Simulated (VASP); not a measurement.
# Interstitial N in a supercell of InRh, part 2 of 5

Aim: the formation energy and local structure of interstitial N in InRh. The start is a cell from a database of measured crystal structures.

VASP 6.6.1, plane waves and PAW; the level of theory is named at each step.

So far. Step 2 (Relaxing the host crystal): The run ended after 3 ionic steps, 0.000 eV below its first step, once forces and stress met EDIFFG = -0.02.

## (3) The supercell without the defect

Level of this step: PBEsol; plane waves and PAW (In, Rh) (VASP).

System of this step: InRh. The structure is cubic, space group Pm-3m (No. 221). Conventional cell: a = 3.192 Å, b = 3.192 Å, c = 3.192 Å, α = 90.00°, β = 90.00°, γ = 90.00°. Nearest to In lie 8 Rh at 2.76 Å. Rh has 8 In at 2.76 Å nearest. Farther neighbours are not listed.

The same cell, mesh and cutoff without the defect give the energy to subtract and, in a gapped host, the band edges to count from, so that most errors cancel.

INCAR

```
SYSTEM = InRh
PREC = Normal
ENCUT = 400
EDIFF = 1E-05
NELM = 120
ISMEAR = 1
SIGMA = 0.2
LREAL = Auto
ALGO = Fast
GGA = PS
LORBIT = 11
LWAVE = .FALSE.
LCHARG = .FALSE.
KPAR = 4
```

POSCAR

```
InRh
1.0
    0.0000000000      6.3835207080      6.3835207080
    6.3835207080      0.0000000000      6.3835207080
    6.3835207080      6.3835207080      0.0000000000
In Rh
16 16
Direct
    0.1250000000      0.1250000000      0.1250000000
    0.6250000000      0.1250000000      0.1250000000
    0.1250000000      0.6250000000      0.1250000000
    0.1250000000      0.1250000000      0.6250000000
    0.3750000000      0.3750000000      0.3750000000
    0.6250000000      0.6250000000      0.1250000000
    0.6250000000      0.1250000000      0.6250000000
    0.8750000000      0.3750000000      0.3750000000
    0.1250000000      0.6250000000      0.6250000000
    0.3750000000      0.8750000000      0.3750000000
    0.3750000000      0.3750000000      0.8750000000
    0.6250000000      0.6250000000      0.6250000000
    0.8750000000      0.8750000000      0.3750000000
    0.8750000000      0.3750000000      0.8750000000
    0.3750000000      0.8750000000      0.8750000000
    0.8750000000      0.8750000000      0.8750000000
    0.0000000000      0.0000000000      0.0000000000
    0.5000000000      0.0000000000      0.0000000000
    0.0000000000      0.5000000000      0.0000000000
    0.0000000000      0.0000000000      0.5000000000
    0.2500000000      0.2500000000      0.2500000000
    0.5000000000      0.5000000000      0.0000000000
    0.5000000000      0.0000000000      0.5000000000
    0.7500000000      0.2500000000      0.2500000000
    0.0000000000      0.5000000000      0.5000000000
    0.2500000000      0.7500000000      0.2500000000
    0.2500000000      0.2500000000      0.7500000000
    0.5000000000      0.5000000000      0.5000000000
    0.7500000000      0.7500000000      0.2500000000
    0.7500000000      0.2500000000      0.7500000000
    0.2500000000      0.7500000000      0.7500000000
    0.7500000000      0.7500000000      0.7500000000
```

KPOINTS

```
Automatic mesh
0
Gamma
3 3 3
0 0 0
```

Potentials, in the order of the species: In and Rh (PBE family, release 64).

Started as:

```console
$ mpirun -np 4 vasp_std
```

What it wrote:

```text
[banner, memory and clock lines left out]
running    4 mpi-ranks, on    1 nodes
 distrk:  each k-point on    1 cores,    4 groups
 distr:  one band on    1 cores,    1 groups

 POSCAR found type information on POSCAR InRh
 POSCAR found :  2 types and      32 ions
 [... a notice as in an earlier step ...]

 LDA part: xc-table for (Slater+PW92), standard interpolation
 POSCAR, INCAR and KPOINTS ok, starting setup
 FFT: planning ... GRIDC
 FFT: planning ... GRID_SOFT
 FFT: planning ... GRID
 WAVECAR not read
 entering main loop
       N       E                     dE             d eps       ncg     rms          rms(c)
DAV:   1     0.935539889016E+03    0.93554E+03   -0.69397E+04   920   0.120E+03
DAV:   2    -0.135539698263E+03   -0.10711E+04   -0.10182E+04   999   0.268E+02
DAV:   3    -0.196181494467E+03   -0.60642E+02   -0.57602E+02  1076   0.590E+01
DAV:   4    -0.197981658206E+03   -0.18002E+01   -0.17836E+01  1096   0.995E+00
DAV:   5    -0.198043309463E+03   -0.61651E-01   -0.61361E-01  1240   0.172E+00    0.335E+01
RMM:   6    -0.193868356773E+03    0.41750E+01   -0.13830E+01   926   0.109E+01    0.151E+01
RMM:   7    -0.192434756315E+03    0.14336E+01   -0.20889E+00   948   0.398E+00    0.746E+00
RMM:   8    -0.192001790194E+03    0.43297E+00   -0.80940E-01   981   0.222E+00    0.187E+00
RMM:   9    -0.192015808129E+03   -0.14018E-01   -0.14159E-01  1020   0.644E-01    0.161E+00
RMM:  10    -0.192015357880E+03    0.45025E-03   -0.45391E-02   992   0.456E-01    0.554E-01
RMM:  11    -0.192010264845E+03    0.50930E-02   -0.22915E-02   989   0.438E-01    0.257E-01
RMM:  12    -0.192010767420E+03   -0.50258E-03   -0.59756E-03  1030   0.127E-01    0.655E-02
RMM:  13    -0.192010867467E+03   -0.10005E-03   -0.77817E-04  1092   0.557E-02    0.166E-01
RMM:  14    -0.192010848059E+03    0.19408E-04   -0.19129E-04   892   0.214E-02    0.112E-01
RMM:  15    -0.192010900811E+03   -0.52752E-04   -0.66746E-05   837   0.198E-02    0.172E-01
RMM:  16    -0.192010807522E+03    0.93289E-04   -0.15460E-04  1020   0.337E-02    0.321E-02
RMM:  17    -0.192010802871E+03    0.46513E-05   -0.24073E-05   620   0.985E-03
   1 F= -.19201080E+03 E0= -.19198687E+03  d E =-.717907E-01
```

Run time: 97 s. Hardware: 4 MPI ranks of AMD EPYC 7R43, shared host; peak memory 1.5 GiB; 6.4 min of CPU time.

From OUTCAR (step 3):

```text
  LATTYP: Found a face centered cubic cell.
 ALAT       =    12.7670414160

The static configuration has the point symmetry O_h .

 Found      4 irreducible k-points:

   k-points           NKPTS =      4   k-points in BZ     NKDIM =      4   number of bands    NBANDS=    115

   dimension x,y,z NGX =    48 NGY =   48 NGZ =   48
   dimension x,y,z NGXF=    96 NGYF=   96 NGZF=   96

   ENCUT  =  400.0 eV  29.40 Ry    5.42 a.u.  14.72 14.72 14.72*2*pi/ulx,y,z

   NELECT =     192.0000    total number of electrons

 E-fermi :   9.4296

 k-point     1 :       0.0000    0.0000    0.0000
  band No.  band energies     occupation
    ...
     97       8.9677      2.00519
     98       8.9677      2.00519
     99       9.4737      0.63688
    100       9.4737      0.63688
    101       9.4737      0.63688
    102       9.8975     -0.00461
    103      12.4913     -0.00000
    104      12.4934     -0.00000
    105      12.4973     -0.00000
    106      13.0991     -0.00000
    ...

 k-point     2 :       0.3333    0.0000    0.0000
  band No.  band energies     occupation
    ...
     94       8.6090      2.00000
     95       8.6090      2.00000
     96       9.4588      0.75584
     97       9.4588      0.75584
     98       9.4588      0.75584
     99       9.5818      0.04136
    100       9.5818      0.04136
    101       9.5818      0.04136
    102      10.5078     -0.00000
    103      10.6802     -0.00000
    ...

  Total        1.8414203      1.8414203      1.8414203      0.0000000      0.0000000     -0.0000000
  in kB        5.6709093      5.6709093      5.6709093      0.0000000      0.0000000     -0.0000000
  external PRESSURE =       5.6709093 kB  Pullay stress =       0.0000000 kB

  energy-cutoff  :      400.00
  volume of cell :      520.25
      direct lattice vectors                 reciprocal lattice vectors
     0.000000000  6.383520708  6.383520708    -0.078326683  0.078326683  0.078326683
     6.383520708  0.000000000  6.383520708     0.078326683 -0.078326683  0.078326683
     6.383520708  6.383520708  0.000000000     0.078326683  0.078326683 -0.078326683

 POSITION                                       TOTAL-FORCE (eV/Angst)
 -----------------------------------------------------------------------------------
      1.59588      1.59588      1.59588        -0.000000      0.000000      0.000000
      1.59588      4.78764      4.78764         0.000000     -0.000000     -0.000000
      4.78764      1.59588      4.78764        -0.000000      0.000000      0.000000
      4.78764      4.78764      1.59588         0.000000      0.000000     -0.000000
      4.78764      4.78764      4.78764         0.000000     -0.000000     -0.000000
      4.78764      4.78764      7.97940        -0.000000      0.000000     -0.000000
      4.78764      7.97940      4.78764         0.000000      0.000000     -0.000000
      4.78764      7.97940      7.97940         0.000000      0.000000     -0.000000
      7.97940      4.78764      4.78764        -0.000000      0.000000      0.000000
      7.97940      4.78764      7.97940         0.000000      0.000000     -0.000000
      7.97940      7.97940      4.78764        -0.000000      0.000000      0.000000
      7.97940      7.97940      7.97940         0.000000      0.000000      0.000000
      7.97940      7.97940     11.17116        -0.000000      0.000000      0.000000
      7.97940     11.17116      7.97940        -0.000000      0.000000     -0.000000
     11.17116      7.97940      7.97940        -0.000000      0.000000     -0.000000
     11.17116     11.17116     11.17116        -0.000000     -0.000000      0.000000
      0.00000      0.00000      0.00000         0.000000      0.000000      0.000000
      0.00000      3.19176      3.19176        -0.000000     -0.000000      0.000000
      3.19176      0.00000      3.19176         0.000000      0.000000     -0.000000
      3.19176      3.19176      0.00000        -0.000000      0.000000     -0.000000
      3.19176      3.19176      3.19176        -0.000000     -0.000000     -0.000000
      3.19176      3.19176      6.38352        -0.000000      0.000000      0.000000
      3.19176      6.38352      3.19176        -0.000000      0.000000     -0.000000
      3.19176      6.38352      6.38352         0.000000     -0.000000      0.000000
      6.38352      3.19176      3.19176        -0.000000     -0.000000      0.000000
      6.38352      3.19176      6.38352        -0.000000      0.000000      0.000000
      6.38352      6.38352      3.19176         0.000000      0.000000     -0.000000
      6.38352      6.38352      6.38352        -0.000000     -0.000000     -0.000000
      6.38352      6.38352      9.57528         0.000000      0.000000     -0.000000
      6.38352      9.57528      6.38352        -0.000000     -0.000000     -0.000000
      9.57528      6.38352      6.38352         0.000000      0.000000     -0.000000
      9.57528      9.57528      9.57528         0.000000      0.000000      0.000000
 -----------------------------------------------------------------------------------
    total drift:                                0.000000      0.000000      0.000000

  FREE ENERGIE OF THE ION-ELECTRON SYSTEM (eV)
  ---------------------------------------------------
  free  energy   TOTEN  =      -192.0108028710 eV

  energy  without entropy=     -191.9390121798  energy(sigma->0) =     -191.98687264

 total charge
# of ion       s       p       d       tot
------------------------------------------
    1        1.196   1.620   0.341   3.156
    2        1.196   1.620   0.341   3.156
    3        1.196   1.620   0.341   3.156
    4        1.196   1.620   0.341   3.156
    5        1.196   1.620   0.341   3.156
    6        1.196   1.620   0.341   3.156
    7        1.196   1.620   0.341   3.156
    8        1.196   1.620   0.341   3.156
    9        1.196   1.620   0.341   3.156
   10        1.196   1.620   0.341   3.156
   11        1.196   1.620   0.341   3.156
   12        1.196   1.620   0.341   3.156
   13        1.196   1.620   0.341   3.156
   14        1.196   1.620   0.341   3.156
   15        1.196   1.620   0.341   3.156
   16        1.196   1.620   0.341   3.156
   17        0.349   0.414   7.656   8.420
   18        0.349   0.414   7.656   8.420
   19        0.349   0.414   7.656   8.420
   20        0.349   0.414   7.656   8.420
   21        0.349   0.414   7.656   8.420
   22        0.349   0.414   7.656   8.420
   23        0.349   0.414   7.656   8.420
   24        0.349   0.414   7.656   8.420
   25        0.349   0.414   7.656   8.420
   26        0.349   0.414   7.656   8.420
   27        0.349   0.414   7.656   8.420
   28        0.349   0.414   7.656   8.420
   29        0.349   0.414   7.656   8.420
   30        0.349   0.414   7.656   8.420
   31        0.349   0.414   7.656   8.420
   32        0.349   0.414   7.656   8.420
--------------------------------------------------
tot         24.718  32.541 127.955 185.214

[... 1 part as in an earlier step ...]

[... 5 further parts left out ...]
```

The k-mesh is coarse for a metal.

Numbers from this step:

```
electronic cycles       : 17
electrons               : 192
free energy (TOTEN)     : -192.0108 eV
energy at zero smearing : -191.9869 eV
Fermi energy            : 9.430 eV
```

The host is treated as a metal, as its relaxation found a gap under 0.3 eV or none, and only the neutral defect is run.

(Part 2 of 5 ends here.)

[Lines on the potential files, build, host, timing and source positions are cut from VASP's logs without a mark.]

[Logs are printed without paths, hosts, clocks, repeated set-up lines and the standing remarks that a program may print on its own settings, such as how far it seeks lower states.]

[Hosts, paths, dates, database ids (printed as entryN), source tags and the programs' standing remarks are cut or masked in the printed files.]

[In band tables of VASP the shares of atoms and orbitals are scaled to a sum of 1 inside the atoms' spheres.]

[Runs that stopped without an error message from VASP are left out.]
